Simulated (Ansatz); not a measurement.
**Energy landscape near a PbSe structure**

Theory: DFT PBEsol, scalar-relativistic, plane waves, PAW (Ansatz 0.2.0).

Settings: cutoff 420 eV, Γ-centred mesh 6×6×6 on the computed 4-atom cell, Gaussian smearing of 0.02 eV; no spin polarisation.

Reference cell:

```xyz
4
Lattice="0.0000 12.0008 3.1254 3.1182 0.0000 3.1254 3.1182 12.0008 0.0000" Properties=species:S:1:pos:R:3 pbc="T T T"
Pb    3.1182    4.6259    3.1129
Pb    3.1182   19.3757    3.1129
Se    3.1182   16.5472    3.0317
Se    3.1182    7.4544    3.0317
```

Each variant moves atoms of this cell by the vectors given, if any (Å), and then applies a symmetric strain (tensor components, Cartesian axes). The reference cell isn't relaxed at this level. Energies are per atom at zero smearing, counted from the lowest variant. Pressure is positive in compression.

1. strain (xx yy zz yz xz xy, %) 3.84 4.82 4.48 0.00 1.00 0.00; moves: Pb1 (-0.062, -0.167, 0.032); Pb2 (-0.062, 0.167, 0.032); Se3 (0.062, 0.086, -0.032); Se4 (0.062, -0.086, -0.032)
2. strain (xx yy zz yz xz xy, %) -2.44 -1.38 -0.51 0.82 0.07 0.23; moves: Pb1 (0.192, 0.001, -0.294); Pb2 (-0.125, -0.024, 0.254); Se3 (-0.015, 0.156, 0.008); Se4 (-0.052, -0.133, 0.031)
3. strain (xx yy zz yz xz xy, %) 2.81 4.51 4.11 0.00 0.00 0.00; moves: Pb1 (0.000, -0.260, 0.044); Pb2 (0.000, 0.260, 0.044); Se3 (0.000, 0.231, -0.044); Se4 (0.000, -0.231, -0.044)
4. strain (xx yy zz yz xz xy, %) 4.48 -0.33 -2.72 2.63 1.58 3.29; moves: Pb1 (-0.154, 0.140, 0.015); Pb2 (0.177, 0.148, -0.106); Se3 (0.194, -0.177, 0.112); Se4 (-0.217, -0.111, -0.021)
5. strain (xx yy zz yz xz xy, %) 3.97 -7.67 -1.32 0.00 0.00 0.00; moves: Pb1 (0.000, 0.103, -0.121); Pb2 (0.000, -0.103, -0.121); Se3 (0.000, -0.070, 0.121); Se4 (0.000, 0.070, 0.121)
6. strain (xx yy zz yz xz xy, %) -9.13 -0.70 0.44 0.00 0.00 0.00; moves: Pb1 (0.000, 0.031, 0.031); Pb2 (0.000, -0.031, 0.031); Se3 (0.000, 0.066, -0.031); Se4 (0.000, -0.066, -0.031)
7. strain (xx yy zz yz xz xy, %) 0.25 -2.58 -2.92 0.00 0.00 0.00; moves: Pb1 (0.000, -0.108, 0.073); Pb2 (0.000, 0.108, 0.073); Se3 (0.000, 0.321, -0.073); Se4 (0.000, -0.321, -0.073)
8. strain (xx yy zz yz xz xy, %) 0.53 -5.30 -5.65 0.12 0.00 0.00; moves: Pb1 (0.000, 0.018, 0.029); Pb2 (0.000, -0.025, -0.011); Se3 (0.000, -0.020, -0.023); Se4 (0.000, 0.027, 0.005)
9. strain (xx yy zz yz xz xy, %) 1.06 4.50 -3.28 6.00 0.00 0.00; moves: Pb1 (0.000, 0.044, -0.037); Pb2 (0.000, -0.050, -0.073); Se3 (0.000, -0.097, 0.015); Se4 (0.000, 0.103, 0.094)
10. strain (xx yy zz yz xz xy, %) 2.78 -1.12 0.98 0.92 0.00 0.00; moves: Pb1 (0.000, 0.021, -0.039); Pb2 (0.000, -0.027, 0.151); Se3 (0.000, 0.083, 0.095); Se4 (0.000, -0.077, -0.207)

Task: Order the variants by energy, lowest first.

Result: 8 (0.0 meV/atom), 2 (19.7 meV/atom), 10 (20.7 meV/atom), 9 (26.4 meV/atom), 5 (50.0 meV/atom), 6 (55.7 meV/atom), 7 (61.3 meV/atom), 4 (108.1 meV/atom), 3 (127.1 meV/atom), 1 (129.3 meV/atom).

Task: Order them by pressure, highest first.

Result: 6 (3.11 GPa), 7 (2.09 GPa), 8 (1.80 GPa), 2 (1.77 GPa), 5 (0.96 GPa), 4 (-0.12 GPa), 10 (-0.19 GPa), 9 (-1.48 GPa), 3 (-3.37 GPa), 1 (-3.42 GPa).

Spin–orbit coupling is left out, which can shift energies with elements as heavy as these. Each cell of PbSe holds layers, and where no dispersion correction was added their binding is poorly described.

This form isn't the usual stable structure of the compound.